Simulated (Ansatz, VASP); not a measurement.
One calculation of HfN, two programs

File INCAR:

```
SYSTEM = HfN
PREC = Accurate
ENCUT = 520
EDIFF = 1E-6
ISMEAR = 0
SIGMA = 0.15
LREAL = .FALSE.
LASPH = .TRUE.
NELM = 100
ALGO = Normal
ISIF = 2
LWAVE = .FALSE.
LCHARG = .FALSE.
GGA = PS
NBANDS = 14
```

The input KPOINTS:

```
Automatic mesh
0
G
  16 16 16
  0 0 0
```

POSCAR

```
HfN
1.0
    0.0000000000      2.4548220000      2.4548220000
    2.4057255600      0.0000000000      2.4548220000
    2.4057255600      2.4548220000      0.0000000000
Hf N
1 1
Direct
    0.0000000000      0.0000000000      0.0000000000
    0.7500000000      0.7500000000      0.7500000000
```

Input for Ansatz:

```yaml
crystal:
  lattice:
    - [0.0, 2.454822, 2.454822]
    - [2.40572556, 0.0, 2.454822]
    - [2.40572556, 2.454822, 0.0]
  atoms:
    - { symbol: Hf, position: [0.0, 0.0, 0.0] }
    - { symbol: "N", position: [0.75, 0.75, 0.75] }
basis:
  ecutwfc: 420
kpoints:
  mp_grid: { grid: [16, 16, 16] }
hamiltonian:
  xc: pbesol
scf:
  occupations: { method: gaussian, width: 0.15 }
output:
  forces: true
  stress: true
  eigenvalues: true
```

Change from the starting cell: strain -0.0200 x Voigt [1, 0, 0, 0, 0, 0], atoms carried along.

Alike in both runs: task single point; functional PBEsol; k mesh 16 × 16 × 16; occupations gaussian, width 0.15 eV; no spin polarisation.

|  | VASP | Ansatz |
| --- | --- | --- |
| version | VASP 6.6.1 | Ansatz 0.2.0 |
| potentials or method | VASP PAW PBE potentials, release 64 (Hf_pv, N) | scalar-relativistic, plane waves, PAW |
| plane-wave cutoff (eV) | 520 | 420 |
| valence electrons in the cell | 15 | 31 |

|  | VASP | Ansatz | Ansatz less VASP |
| --- | --- | --- | --- |
| gap on the k mesh at the Fermi level (eV) | none | none | - |
| pressure (GPa) | -2.1 | -1.2 | +0.86 |
| largest component of the traceless stress (GPa) | 1.98 | 1.98 | +0.002 |

A gap of «none» marks a metal or a gap that the smearing closes. With one functional, cell and mesh, what is left measures potentials, basis and numerics. The two sets of potentials don't hold the same shells in valence.

Caveats: the PAW data sets were made with another functional, which shifts forces and pressure a little (VASP). The runs have no spin-orbit coupling, so splittings on Hf are missing.
